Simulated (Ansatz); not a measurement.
**Convergence notes, G0W0 on AlAs (F-43m)**

A 2-atom cell of AlAs started from a crystallographic database, relaxed with r2SCAN; one-shot G0W0 in Ansatz without spin-orbit coupling. No spin polarisation and no zero-point or thermal motion.

```
CELL_PARAMETERS angstrom
0.00000 2.83893 2.83893
2.83893 0.00000 2.83893
2.83893 2.83893 0.00000
ATOMIC_POSITIONS crystal
Al 0.00000 0.00000 0.00000
As 0.25000 0.25000 0.25000
```

Gaps are read over the mesh points alone. G0W0 values are finite-basis, finite-mesh values.
```csv
start,potentials,frequency model,mesh,empty bands,screening cutoff (eV),Kohn-Sham gap (eV),G0W0 gap (eV),rough cost
PBE,PAW,contour deformation,4×4×4,74,80,1.44,1.91,10 core-seconds
PBE,PAW,contour deformation,4×4×4,172,140,1.44,2.07,40 core-seconds
PBE,PAW,contour deformation,4×4×4,316,210,1.44,2.13,2.8 core-minutes
HSE06,PAW,contour deformation,4×4×4,172,140,2.10,2.38,90 core-seconds
LDA,PAW,contour deformation,4×4×4,172,140,1.33,1.99,40 core-seconds
r2SCAN,PAW,contour deformation,4×4×4,172,140,1.79,2.23,50 core-seconds
PBE,PAW,Godby-Needs pole,4×4×4,172,140,1.44,2.02,40 core-seconds
PBE,PAW,contour deformation,6×6×6,74,80,1.46,1.97,50 core-seconds
PBE,norm-conserving,contour deformation,4×4×4,172,140,1.43,2.06,80 core-seconds
```

Over the mesh points the PBE gap of 1.44 eV becomes a quasiparticle gap of 2.13 eV (Γ to X), a change of +0.69 eV. Renormalisation factors Z lie between 0.74 and 0.79.

Raising bands and cutoff together moves the gap by +0.16 eV (80 to 140 eV), then +0.06 eV (140 to 210 eV); the last step is still large, so the basis limit isn't reached. Starting from HSE06 (2.10 eV against PBE's 1.44 eV) gives 2.38 eV, +0.31 eV from G0W0@PBE at the same screening cutoff. Starting from LDA (1.33 eV against PBE's 1.44 eV) gives 1.99 eV, -0.08 eV from G0W0@PBE at the same screening cutoff. Starting from r2SCAN (1.79 eV against PBE's 1.44 eV) gives 2.23 eV, +0.16 eV from G0W0@PBE at the same screening cutoff. The Godby-Needs plasmon pole differs from contour deformation by -0.05 eV. A 6×6×6 mesh in place of 4×4×4 changes the opening over PBE by +0.04 eV (the gap on the mesh by +0.06 eV, the PBE gap by +0.02 eV). Norm-conserving potentials (wave cutoff 1143 eV against 420 eV) shift the quasiparticle gap by -0.01 eV and the PBE gap by -0.01 eV. r2SCAN runs take a wave cutoff of 500 eV.
